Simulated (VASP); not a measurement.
# Tl (P6_3/mmc) in VASP: further runs, part 2 of 2

VASP 6.6.1.

## (5) Single point, PBE

Input file INCAR:

```
  ALGO = Normal
  EDIFF = 1E-6
  ENCUT = 520
  GGA = PE
  ISIF = 2
  ISMEAR = 1
  LASPH = T
  LCHARG = T
  LELF = T
  LREAL = F
  LVHAR = T
  LWAVE = F
  NBANDS = 20
  NELM = 100
  PREC = Accurate
  SIGMA = 0.1
```

Input file KPOINTS:

```
k-points
0
Gamma
  9 9 5
```

Input file POSCAR:

```
Tl
1.0
    3.4560000000      0.0000000000      0.0000000000
   -1.7280000000      2.9929837955      0.0000000000
    0.0000000000      0.0000000000      5.5250000000
Tl
2
Direct
    0.6666666667      0.3333333333      0.7500000000
    0.3333333333      0.6666666667      0.2500000000
```

Potentials or basis: VASP PAW PBE potentials, release 64 (Tl_d).

On the command line:

```sh
cat potpaw_PBE.64/Tl_d/POTCAR > POTCAR
mpirun -np 1 vasp_std > vasp.out
```

OUTCAR:

```text
EDIFF = 1E-6
   ENCUT = 520
   GGA = PE
   ISIF = 2
   ISMEAR = 1
   LASPH = T
   LREAL = F
   NELM = 100
   PREC = Accurate

 ion  position               nearest neighbor table
   1  0.667  0.333  0.750-   2 3.41   2 3.41   2 3.41   2 3.41   2 3.41   2 3.41
   2  0.333  0.667  0.250-   1 3.41   1 3.41   1 3.41   1 3.41   1 3.41   1 3.41

  LATTYP: Found a hexagonal cell.
 ALAT       =     3.4560000000
 C/A-ratio  =     1.5986689815

  Lattice vectors:

 A1 = (   3.4560000000,   0.0000000000,   0.0000000000)
 A2 = (  -1.7280000000,   2.9929837955,   0.0000000000)
 A3 = (   0.0000000000,   0.0000000000,   5.5250000000)

Analysis of symmetry for initial positions (statically):
=====================================================================
 Subroutine PRICEL returns:
 Original cell was already a primitive cell.

 Routine SETGRP: Setting up the symmetry group for a
 hexagonal supercell.

 Subroutine GETGRP returns: Found 24 space group operations
 (whereof 12 operations were pure point group operations)
 out of a pool of 24 trial point group operations.

The static configuration has the point symmetry D_3d.
 The point group associated with its full space group is D_6h.

Analysis of symmetry for dynamics (positions and initial velocities):
=====================================================================
 Subroutine PRICEL returns:
 Original cell was already a primitive cell.

 Routine SETGRP: Setting up the symmetry group for a
 hexagonal supercell.

 Subroutine GETGRP returns: Found 24 space group operations
 (whereof 12 operations were pure point group operations)
 out of a pool of 24 trial point group operations.

The dynamic configuration has the point symmetry D_3d.
 The point group associated with its full space group is D_6h.

[... 105 lines left out ...]
   ISYM   =      2    0-nonsym 1-usesym 2-fastsym
   POTIM  = 0.5000    time-step for ionic-motion
   TEBEG  =    0.0;   TEEND  =   0.0 temperature during run
   PSTRESS=    0.0 pullay stress
   NELECT =      26.0000    total number of electrons
   NUPDOWN=      -1.0000    fix difference up-down
   EMIN   =  10.00;   EMAX   =-10.00  energy-range for DOS
   EFERMI =   0.00;   METHOD = LEGACY
   ISMEAR =     1;   SIGMA  =   0.10  broadening in eV -4-tet -1-fermi 0-gaus
   EFERMI_NEDOS =   21; number of points for ismear=-14 and -15
   IALGO  =     38    algorithm
   IMIX   =      4    mixing-type and parameters
     AMIX     =   0.40;   BMIX     =  1.00
     AMIX_MAG =   1.60;   BMIX_MAG =  1.00
  volume/ion in A,a.u.               =      28.57       192.83
  Fermi-wavevector in a.u.,A,eV,Ry     =   1.259107  2.379366 21.569987  1.585349
  Thomas-Fermi vector in A             =   2.392683
   LORBIT       =      0    0 simple, 1 ext, 2 COOP (PROOUT), +10 PAW based schemes
   GGA     = PE    functional components
   LHFCALC =     F    Hartree Fock is set to
   AEXX    =    0.0000 exact exchange contribution
   IVDW    =     0    specifies the selected vdW correction
   LEPSILON=     F    determine dielectric tensor
   LRPA    =     F    only Hartree local field effects (RPA)
 non-spin polarized calculation
 Methfessel and Paxton  Order N= 1 SIGMA  =   0.10
  energy-cutoff  :      520.00
  volume of cell :       57.15
 maximum number of plane-waves:      1558
 NGX is ok and might be reduce to    28

 number of electron      26.0000004 magnetization

 Free energy of the ion-electron system (eV)
  ---------------------------------------------------
  ext. energy  EPLUGINS =         0.00000000
  ---------------------------------------------------
  free energy    TOTEN  =        -4.37518436 eV

  energy without entropy =       -4.37342954  energy(sigma->0) =       -4.37459942

 E-fermi :   6.5687     XC(G=0): -10.1934

 val. band max:        6.5543621335   @ k =   0.2222   0.2222   0.4000
 cond. band min:       6.6015605955   @ k =   0.2222   0.1111   0.2000
 fundamental gap:      0.0471984620
 Fermi energy:         6.5686654886

 k-point     1 :       0.0000    0.0000    0.0000
  band No.  band energies     occupation
      1      -5.2240      2.00000
      2      -4.9948      2.00000
      3      -4.9762      2.00000
      4      -4.9762      2.00000
      5      -4.9226      2.00000
      6      -4.9226      2.00000
[... 541 lines left out ...]
     19      14.1611      0.00000
     20      21.5874      0.00000

 [... further k-points ...]
[... 5 lines left out ...]
  --------------------------------------------------------------------------------------
  -------------------------------------------------------------------------------------
  Total        1.0693315      1.0693315      1.4672766     -0.0000000      0.0000000      0.0000000
  in kB       29.9786848     29.9786848     41.1350643     -0.0000000      0.0000000      0.0000000
  external PRESSURE =      33.6974779 kB  Pullay stress =       0.0000000 kB

 VOLUME and BASIS-vectors are now :
 -----------------------------------------------------------------------------
  energy-cutoff  :      520.00
  volume of cell :       57.15
      direct lattice vectors                 reciprocal lattice vectors
     3.456000000  0.000000000  0.000000000     0.289351852  0.167057370  0.000000000
    -1.728000000  2.992983795  0.000000000     0.000000000  0.334114739  0.000000000
     0.000000000  0.000000000  5.525000000     0.000000000  0.000000000  0.180995475

 POSITION                                       TOTAL-FORCE (eV/Angst)
 -----------------------------------------------------------------------------------
      1.72800      0.99766      4.14375         0.000000      0.000000      0.000000
     -0.00000      1.99532      1.38125        -0.000000     -0.000000      0.000000
 -----------------------------------------------------------------------------------
    total drift:                               -0.000000      0.000000     -0.000000

  FREE ENERGIE OF THE ION-ELECTRON SYSTEM (eV)
  ---------------------------------------------------
  free  energy   TOTEN  =        -4.3751843587 eV

  energy  without entropy=       -4.3734295408  energy(sigma->0) =       -4.37459942
```

OSZICAR:

```text
N       E                     dE             d eps       ncg     rms          rms(c)
DAV:   1     0.132067772699E+03    0.13207E+03   -0.14114E+04  1448   0.123E+03
DAV:   2    -0.176388221365E+01   -0.13383E+03   -0.13120E+03  1584   0.278E+02
DAV:   3    -0.441229346306E+01   -0.26484E+01   -0.26279E+01  1676   0.340E+01
DAV:   4    -0.442815640638E+01   -0.15863E-01   -0.15862E-01  1528   0.286E+00
DAV:   5    -0.442837423696E+01   -0.21783E-03   -0.21783E-03  1616   0.333E-01    0.312E+00
DAV:   6    -0.438367088877E+01    0.44703E-01   -0.75002E-02  1520   0.214E+00    0.218E+00
DAV:   7    -0.437584714631E+01    0.78237E-02   -0.34903E-02  1568   0.145E+00    0.697E-01
DAV:   8    -0.437517255576E+01    0.67459E-03   -0.32154E-03  1532   0.421E-01    0.375E-02
DAV:   9    -0.437517910815E+01   -0.65524E-05   -0.22315E-05  1604   0.392E-02    0.151E-02
DAV:  10    -0.437518409297E+01   -0.49848E-05   -0.45866E-06  1308   0.172E-02    0.150E-03
DAV:  11    -0.437518435873E+01   -0.26576E-06   -0.48489E-07   796   0.558E-03
   1 F= -.43751844E+01 E0= -.43745994E+01  d E =-.175482E-02
```

stdout:

```text
POSCAR found type information on POSCAR Tl
 POSCAR found :  1 types and       2 ions
 scaLAPACK will be used
 LDA part: xc-table for (Slater+PW92), standard interpolation
 POSCAR, INCAR and KPOINTS ok, starting setup
 FFT: planning ... GRIDC
 FFT: planning ... GRID_SOFT
 FFT: planning ... GRID
 WAVECAR not read
 entering main loop
```

It took 32 s on 1 thread of Intel Xeon Platinum 8488C (Sapphire Rapids), shared host; peak memory 0.19 GiB.

What came out:

```
Free energy            : -4.3752 eV
Pressure               : 3.4 GPa
Band gap on the k mesh : none (metal or under the smearing width)
```

Levels at points of the mesh, in eV from the Fermi level:
| k point | band 11 | band 12 | band 13 | band 14 | band 15 | band 16 |
| --- | --- | --- | --- | --- | --- | --- |
| (0.00, 0.00, 0.00) | -10.03 | -5.10 | -2.83 | 8.00 | 8.00 | 10.08 |

Spin-orbit coupling is left out, which matters for the levels of Tl.

## (6) Summary

| level | cell | smearing | gap on the mesh (eV) | pressure (GPa) |
| --- | --- | --- | --- | --- |
| PBE | volume scaled by 0.98 | fermi-dirac 0.05 eV | none | 4.3 |
| PBE | volume scaled by 1.04 | fermi-dirac 0.05 eV | none | 1.8 |
| r2SCAN+rVV10 | as given | methfessel-paxton 0.05 eV | none | 1.1 |
| PBE | as given | methfessel-paxton 0.1 eV | none | 3.4 |

Alike in all rows: task single point; potentials or basis VASP PAW PBE potentials, release 64 (Tl_d); no spin polarisation; k mesh 9 × 9 × 5; cutoff (eV) 520.

Caveats: the PAW data sets were made with another functional, which shifts forces and pressure a little (some runs).

Absolute energies hang on the potentials; compare differences alone.
